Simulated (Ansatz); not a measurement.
Crystal: VH2.

```
V H
1.0
     0.00000    2.13550    2.13550
     2.13550    0.00000    2.13550
     2.13550    2.13550    0.00000
V H
1 2
Direct
  0.00000 0.00000 0.00000
  0.75000 0.75000 0.75000
  0.25000 0.25000 0.25000
```

* Program: Ansatz 0.2.0
* Task: relaxation of cell and atoms
* Functional: LDA
* Potentials or basis: Ansatz PAW
* Cutoff: 420 eV (not typed: the program's choice for these potentials)
* k mesh: 11 × 11 × 11
* Occupations: tetrahedron
* Spin: collinear spin, ferromagnetic start
* Starting moments: [2.0, 0.0, 0.0] μB
* Hubbard terms: V d U = 4 eV

At the start: volume 6.49 Å³/atom.

How do energy, volume and symmetry change on relaxing?

It ends after 17 steps and the volume is 7.63 Å³/atom (+17.6 %); space group I4/mmm (No. 139, to 0.05 Å); moment 2.88 μB per cell.

Step by step:
| step | energy change (eV) | largest force (eV/Å) | volume (Å³) |
| --- | --- | --- | --- |
| 1 | 0.0000 | 0.0000 | 19.48 |
| 2 | -0.0151 | 0.0000 | 20.13 |
| 3 | -0.0210 | 0.0000 | 20.67 |
| 4 | -0.0226 | 0.0000 | 21.38 |
| 5 | -0.0225 | 0.0000 | 21.39 |
| 6 | -0.0220 | 0.0000 | 21.83 |
| 7 | -0.0219 | 0.0000 | 22.02 |
| 8 | -0.0216 | 0.0000 | 22.13 |
| 9 | -0.0280 | 0.0000 | 22.13 |
| 10 | -0.0278 | 0.0000 | 22.22 |
| 11 | -0.0279 | 0.0000 | 22.22 |
| 12 | -0.0552 | 0.0000 | 22.22 |
| 13 | -0.0594 | 0.0000 | 22.86 |
| 14 | -0.0595 | 0.0000 | 22.91 |
| 15 | -0.0596 | 0.0000 | 22.90 |
| 16 | -0.0606 | 0.0000 | 22.90 |
| 17 | -0.0606 | 0.0000 | 22.90 |

Final structure:
```yaml
crystal:
  lattice:
    - [0.00000, 2.26634, 2.26634]
    - [2.22934, 0.00000, 2.26634]
    - [2.22934, 2.26634, 0.00000]
  atoms:
    - { symbol: V, position: [0.00000, 0.00000, 0.00000] }
    - { symbol: H, position: [0.75000, 0.75000, 0.75000] }
    - { symbol: H, position: [0.25000, 0.25000, 0.25000] }
```

Caveat: the magnetic or orbital state may not be the lowest; the volume moved by over 15 % at a fixed basis, so the end points are rough; the plane-wave basis is chosen anew once the cell has moved, so the energies of steps on either side of that aren't comparable; the volume moved by +18 % from the deposited cell, more than functionals usually miss; the PAW data sets come from PBE, with cores solved anew for the run's functional, which leaves a small shift of forces and pressure; the U is typed as a test and isn't derived for this compound; with tetrahedron occupations forces and stress needn't match the slope of the energy.
